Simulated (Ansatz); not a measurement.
# Iron (fcc) across density functionals

All rows: Ansatz, plane waves with scalar-relativistic PAW, 420 eV (500 eV for the SCAN forms), relaxed under each functional, no dispersion correction, no zero-point motion. B₀ comes from uniform scaling at fixed shape; a dash is a value not given.

```
functional  V (Å³/atom)                                    cell  B₀ (GPa)                                                  magnetic state  ΔE to bcc (meV/atom)
    r²SCAN        12.19                             a = 3.653 Å       160                             ferromagnetic, net 2.82 μB per atom                   103
  m-r²SCAN        10.18  a = 2.397 Å, c = 3.541 Å (c/a = 1.477)         -  antiferromagnetic, largest moment 1.13 μB in the atomic sphere                    10
    PBEsol        10.16  a = 2.395 Å, c = 3.542 Å (c/a = 1.479)         -  antiferromagnetic, largest moment 1.19 μB in the atomic sphere                    32
```

(1) What does LDA give?

Answers

(1) V (Å³/atom): 9.60; cell: a = 3.373 Å; B₀ (GPa): 344; magnetic state: non-magnetic; ΔE to bcc (meV/atom): -73.

m-r²SCAN is r²SCAN on the gauge-invariant kinetic-energy density; without spin polarisation the two are equal.
